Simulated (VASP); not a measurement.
# Settings for P: charged layer

P, sheet, 4 atoms in the cell. R2SCAN; PAW potentials P (PBE set). VASP 6.6.1.

Wanted: energies over the neutral cell within 0.003 eV.

Starting cell: layer relaxed first with the same functional; Charge step (e per cell): 0.05.

POSCAR of the starting run:
```
P
1.0
    4.6315336486      0.0000000000      0.0000000000
    0.0000000000      3.2840485449      0.0000000000
    0.0000000000      0.0000000000     16.0744402431
P
4
Direct
    0.0000000000      0.0000000000      0.4354739508
    0.1843013402      0.0000000000      0.5645260492
    0.6843013402      0.5000000000      0.4354739508
    0.5000000000      0.5000000000      0.5645260492
```

The series start from vacuum (Å): 14; truncation: LCOARSEN F, default padding; k spacing (1/Å): 0.2; Smearing SIGMA (eV): 0.05; Cutoff ENCUT (eV): 330; PREC: Accurate; ALGO: Normal. Each series keeps the choices made before it, and each single choice may use up half of a tolerance. Times cover all steps of a run.

## Vacuum (Å)

| Vacuum (Å) | Energies over the neutral cell, largest deviation (eV) | Time (s) |
|---|---|---|
| 6 | 0.0064 | 44 |
| 8 | 0.0005 | 56 |
| 11 | 0.0001 | 81 |
| 14 | 0.0002 | 148 |
| 18 (reference) | 0.0000 | 269 |

Chosen: 8, the loosest value from which every tighter one stays within half of the tolerance.

## Truncation

| Truncation | Energies over the neutral cell, largest deviation (eV) | Time (s) |
|---|---|---|
| LCOARSEN F, default padding | 0.0000 | 56 |
| LCOARSEN T | 0.0000 | 56 |
| IPAD 1, FACTOR 0.5 | 0.0364 | 61 |

Chosen: LCOARSEN F, default padding; no other choice that stays within half of the tolerance saves 30 % of the time.

## k spacing (1/Å)

| k spacing (1/Å) | Energies over the neutral cell, largest deviation (eV) | Time (s) |
|---|---|---|
| 0.5 | 0.0033 | 42 |
| 0.3 | 0.0016 | 51 |
| 0.2 | 0.0016 | 56 |
| 0.14 | 0.0010 | 112 |
| 0.1 (reference) | 0.0000 | 168 |

Chosen: 0.14.

## Smearing SIGMA (eV)

| Smearing SIGMA (eV) | Energies over the neutral cell, largest deviation (eV) | Time (s) |
|---|---|---|
| 0.2 | 0.0011 | 102 |
| 0.1 | 0.0004 | 98 |
| 0.05 | 0.0001 | 112 |
| 0.02 (reference) | 0.0000 | 88 |

Chosen: 0.2.

## Cutoff ENCUT (eV)

| Cutoff ENCUT (eV) | Energies over the neutral cell, largest deviation (eV) | Time (s) |
|---|---|---|
| 200 | 0.0005 | 42 |
| 260 | 0.0001 | 54 |
| 290 | 0.0001 | 76 |
| 330 | 0.0000 | 102 |
| 380 | 0.0000 | 130 |
| 460 (reference) | 0.0000 | 140 |

Chosen: 200.

## PREC

| PREC | Energies over the neutral cell, largest deviation (eV) | Time (s) |
|---|---|---|
| Accurate | 0.0000 | 42 |
| Normal | 0.0000 | 30 |

Chosen: Accurate.

## ALGO

| ALGO | Energies over the neutral cell, largest deviation (eV) | Time (s) |
|---|---|---|
| Normal | 0.0000 | 42 |
| Fast | 0.0000 | 55 |

Chosen: Normal.

## All choices together

| Input | Energies over the neutral cell, largest deviation (eV) | Time (s) |
|---|---|---|
| uniform background, no truncation (naive) | 0.1505 | 137 |
| chosen settings | 0.0012 | 42 |
| reference settings throughout | 0.0000 | 1248 |

The tolerance is met.

Values of the reference run: Energies over the neutral cell: 0.2446, 0.126, 0 eV over the neutral cell.

## The input

INCAR.step1:
```
SYSTEM = P
ALGO = Normal
EDIFF = 1E-6
ENCUT = 200
ISMEAR = 0
KERNEL_TRUNCATION/IDIMENSIONALITY = 2
KERNEL_TRUNCATION/ISURFACE = 3
KERNEL_TRUNCATION/LCOARSEN = .FALSE.
KERNEL_TRUNCATION/LTRUNCATE = .TRUE.
KPAR = 4
LASPH = .TRUE.
LCHARG = .FALSE.
LMIXTAU = .TRUE.
LREAL = .FALSE.
LWAVE = .FALSE.
METAGGA = R2SCAN
NELM = 150
PREC = Accurate
SIGMA = 0.2
```

INCAR.step2, as INCAR.step1 but for:
```
+ NELECT = 19.95
```

INCAR.step3 changes the same tag again: NELECT = 19.975.

KPOINTS:
```
Automatic mesh
0
Gamma
  10 14 1
  0 0 0
```

POSCAR:
```
P
1.0
    4.6315336486      0.0000000000      0.0000000000
    0.0000000000      3.2840485449      0.0000000000
    0.0000000000      0.0000000000     10.0744402431
P
4
Direct
    0.0000000000      0.0000000000      0.3970443919
    0.1843013402      0.0000000000      0.6029556081
    0.6843013402      0.5000000000      0.3970443919
    0.5000000000      0.5000000000      0.6029556081
```

Commands (each step's output is kept before the next begins):
```
cat potpaw_PBE.64/P/POTCAR > POTCAR
cp INCAR.step1 INCAR
mpirun -np 4 vasp_std > vasp.out
rm WAVECAR CHG
cp INCAR.step2 INCAR
mpirun -np 4 vasp_std > vasp.out
rm WAVECAR CHG
cp INCAR.step3 INCAR
mpirun -np 4 vasp_std > vasp.out
```

Limits: An infinite charged layer has no vacuum level far away: the truncated interaction sets the zero in the layer itself, so the energy per hole falls with the charge and equals the ionisation potential only at small charge.

The chosen input took VASP 6.6.1 42 s on 4 cores (Intel Xeon 6975P-C (Granite Rapids)), a shared host.

## An input that fails: truncation along an axis in the plane

It runs to its end, but against the unchanged starting input it is off by 0.2260 eV in the energies over the neutral cell.

Changes against the starting input:
```
(all steps)
- KERNEL_TRUNCATION/ISURFACE = 3
+ KERNEL_TRUNCATION/ISURFACE = 1
```
